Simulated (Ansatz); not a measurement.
InSe, DFT, PBE, all-electron LAPW, scalar-relativistic (Ansatz 0.2.0), run on 1 thread of Intel(R) Xeon(R) Platinum 8488C (Sapphire Rapids) on a shared host.

The geometry is COD entry 1540841, unchecked; take it as a test cell. The listed cell was then made from it by scaling, straining or moving an atom.

Command: `ansatz run input.yaml --threads 1 --pin off --max-ram 4096MiB --backend cpu --events-out ev --progress --plain --runs-dir out`

```yaml
crystal:
  lattice:
    - [5.8473526766, -1.9963209732, 0.0381290268]
    - [5.8884526766, 2.1136790268, 0.0792290268]
    - [-1.5561791321, 0.0272424071, 4.3076622494]
  atoms:
    - { symbol: In, position: [0.884, 0.884, 0.005] }
    - { symbol: In, position: [0.116, 0.116, 0.995] }
    - { symbol: Se, position: [0.66, 0.66, 0.642] }
    - { symbol: Se, position: [0.34, 0.34, 0.358] }
kpoints:
  mp_grid: { grid: [7, 7, 6] }
  band_path:
    path:
      - [0.0, 0.0, 0.0]
      - [0.0, 0.0, -0.5]
      - [0.0, -0.5, 0.0]
      - [0.0, 0.0, 0.0]
      - [-0.5, -0.5, 0.0]
      - [-0.5, 0.0, 0.5]
      - [0.0, 0.0, 0.0]
      - [-0.5, 0.0, 0.0]
      - [-0.5, -0.5, 0.5]
    npoints: 5
scf:
  occupations: { method: fermi_dirac, width: 0.02 }
hamiltonian:
  xc: pbe
  pseudopotentials: { kind: all_electron, lapw: { basis_error: 0.0005 } }
output:
  forces: true
  stress: true
  eigenvalues: true
```

(1) How large is the problem that the program sets up?

(2) About how long does it take, and how much memory does it use?

Answers

(1) 148 irreducible k-points, 1251 plane waves at Γ, 54 bands.

(2) 3.3 min of wall time for 9 SCF iterations, with a peak of 1.6 GiB. Times on shared machines scatter by tens of per cent.
